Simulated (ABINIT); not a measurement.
Runs of ABINIT 10.8.3 (patched build) on GaSb. The structure is cubic, space group F-43m (No. 216). Conventional cell: a = 6.118 Å, b = 6.118 Å, c = 6.118 Å, α = 90.00°, β = 90.00°, γ = 90.00°. Sb (site symmetry -43m) has 4 Ga at 2.65 Å as nearest neighbours. Ga (site symmetry -43m) has 4 Sb at 2.65 Å as nearest neighbours. 

```tsv
task	level	potentials or basis	k mesh	cutoff (eV)	fine-grid cutoff	most SCF steps	mesh quality	gap on the mesh (eV)	pressure (GPa)	V0 of scaled cells (Å³/atom)	B0 (GPa)
single point	LDA	JTH PAW LDA v2.0	5 × 5 × 5	463	925.187 eV	-	not flagged	none	-1.8	-	-
band structure	revPBE	JTH PAW PBE v2.0	8 × 8 × 8	463	925.187 eV	-	not flagged	0.10	3.3	-	-
equation of state	LDA-VWN	JTH PAW LDA v2.0 sp	8 × 8 × 8	544	1088.46 eV	-	not flagged	-	-	27.72	56
band structure	LDA-VWN	JTH PAW LDA v2.0 sp	8 × 8 × 8	544	1088.46 eV	-	not flagged	none	-1.7	-	-
band structure	LDA-Teter	JTH PAW LDA v2.0	8 × 8 × 8	463	925.187 eV	-	not flagged	none	-1.9	-	-
single point	PBE0	PseudoDojo NC SR PBE v0.4.1 standard	3 × 3 × 3	980	-	60	coarse	1.58	-	-	-
band structure	WC	JTH PAW PBE v2.0	8 × 8 × 8	463	925.187 eV	-	not flagged	none	-0.3	-	-
single point	LDA	PseudoDojo NC SR LDA v0.4 stringent	6 × 6 × 6	1225	-	-	not flagged	none	-18.6	-	-
band structure	BLYP	JTH PAW PBE v2.0 sp	8 × 8 × 8	544	1088.46 eV	-	not flagged	none	5.5	-	-
equation of state	PBE	JTH PAW PBE v2.0	8 × 8 × 8	463	925.187 eV	-	not flagged	-	-	(b)	(a)
band structure	revPBE	JTH PAW PBE v2.0 sp	8 × 8 × 8	544	1088.46 eV	-	not flagged	0.16	3.6	-	-
single point	r2SCAN	JTH PAW PBE v2.0	3 × 3 × 3	544	1088.46 eV	-	coarse	0.47	-	-	-
```

Alike in all rows: no spin polarisation; cell as given; smearing fermi-dirac 0.05 eV.

Task: Estimate the missing entries.

Result: (a) 44; (b) 30.01.

Caveats: some runs use coarse meshes; this crystal is a semiconductor, whose small gap the functional closes, so the metal is an error of the method (some runs); the PAW data sets were made with another functional, which shifts forces and pressure a little (some runs); spin-orbit coupling is left out, which moves the levels of the heavy elements (some runs); this set keeps more shells in the core, which shifts pressures and gaps (some runs); pressures at fixed basis lie under the slope of the energies (some runs); an odd mesh through Γ misses points on the zone boundary, where band edges often lie (some runs); exact exchange is summed on a coarse mesh, which widens gaps by tenths of an eV (some runs).

A k mesh can miss the band edges, and the runs leave out spin-orbit coupling on Ga, Sb.

A gap of «none» marks a metal or a gap under the smearing width.

Not every run made on this cell is shown here.
